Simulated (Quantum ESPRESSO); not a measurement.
A calculation with Quantum ESPRESSO 7.5 of LiF (ASE script, structure from a P1 CIF):

File run.py:

```python
import numpy as np
from ase.calculators.espresso import Espresso, EspressoProfile
from ase.io import read

atoms = read('LiF.cif')

input_data = {
    'control': {'calculation': 'scf', 'prefix': 'pwscf', 'outdir': './tmp', 'tprnfor': True, 'tstress': True, 'disk_io': 'nowf'},
    'system': {'ecutwfc': 55.0, 'ecutrho': 440.0, 'nbnd': 10, 'occupations': 'smearing', 'smearing': 'fd', 'degauss': 0.00367493},
    'electrons': {'conv_thr': 4e-10, 'electron_maxstep': 120, 'mixing_beta': 0.5},
}
pseudopotentials = {'Li': 'li_pbe_v1.4.uspp.F.UPF', 'F': 'f_pbe_v1.4.uspp.F.UPF'}
profile = EspressoProfile(command='pw.x', pseudo_dir='pseudo')
dft = Espresso(profile=profile, input_data=input_data, pseudopotentials=pseudopotentials, kpts=(10, 10, 10), koffset=(0, 0, 0))
atoms.calc = dft

print(f'energy {atoms.get_potential_energy():.8f} eV')
print('forces (eV/A)')
print(np.round(atoms.get_forces(), 6))
print('stress (eV/A^3, Voigt)')
print(np.round(atoms.get_stress(), 8))
print(f'Fermi level {dft.get_fermi_level():.4f} eV')
```

LiF.cif

```cif
data_LiF
_cell_length_a 2.55953300
_cell_length_b 2.55953300
_cell_length_c 2.55953300
_cell_angle_alpha 90.00000000
_cell_angle_beta 90.00000000
_cell_angle_gamma 90.00000000
_space_group_name_H-M_alt 'P1'
_space_group_name_Hall 'P 1'
_space_group_IT_number 1
loop_
_space_group_symop_operation_xyz
'x,y,z'
loop_
_atom_site_label
_atom_site_type_symbol
_atom_site_symmetry_multiplicity
_atom_site_Wyckoff_symbol
_atom_site_fract_x
_atom_site_fract_y
_atom_site_fract_z
_atom_site_occupancy
F1 F 1 a 0.5000000000 0.5000000000 0.5000000000 1
Li1 Li 1 a 0.0000000000 0.0000000000 0.0000000000 1
```

Potentials or basis: SSSP 1.3 efficiency PBE.

Run with:

```bash
$ OMP_NUM_THREADS=1 python run.py
```

Measurements of this composition are mostly on another form, of space group No. 225.

Task: Write the same calculation in another form: native input, structure typed inline.

Result: As run:

File pw.in:

```
&CONTROL
  calculation = 'scf'
  prefix = 'pwscf'
  outdir = './tmp'
  pseudo_dir = './pseudo'
  tprnfor = .true.
  tstress = .true.
  disk_io = 'nowf'
/
&SYSTEM
  ibrav = 0
  nat = 2
  ntyp = 2
  ecutwfc = 55
  ecutrho = 440
  nbnd = 10
  occupations = 'smearing'
  smearing = 'fd'
  degauss = 0.00367493
/
&ELECTRONS
  conv_thr = 4d-10
  electron_maxstep = 120
  mixing_beta = 0.5
/
ATOMIC_SPECIES
F     18.9984 f_pbe_v1.4.uspp.F.UPF
Li     6.9400 li_pbe_v1.4.uspp.F.UPF
CELL_PARAMETERS angstrom
   2.5595330000    0.0000000000    0.0000000000
   0.0000000000    2.5595330000    0.0000000000
   0.0000000000    0.0000000000    2.5595330000
ATOMIC_POSITIONS crystal
F      0.5000000000    0.5000000000    0.5000000000
Li     0.0000000000    0.0000000000    0.0000000000
K_POINTS automatic
10 10 10 0 0 0
```

Potentials or basis: SSSP 1.3 efficiency PBE.

The run is started by

```sh
$ OMP_NUM_THREADS=1 pw.x -in pw.in > pw.out
```

Both were run:

|  | ASE script, structure from a P1 CIF | native input, structure typed inline |
| --- | --- | --- |
| Pressure | 0.0 GPa | 0.0 GPa |
| Band gap on the k mesh | 7.49 eV, indirect (least direct gap 8.16 eV) | 7.49 eV, indirect (least direct gap 8.16 eV) |

Keys that steer only the numerical path or the files written may differ.
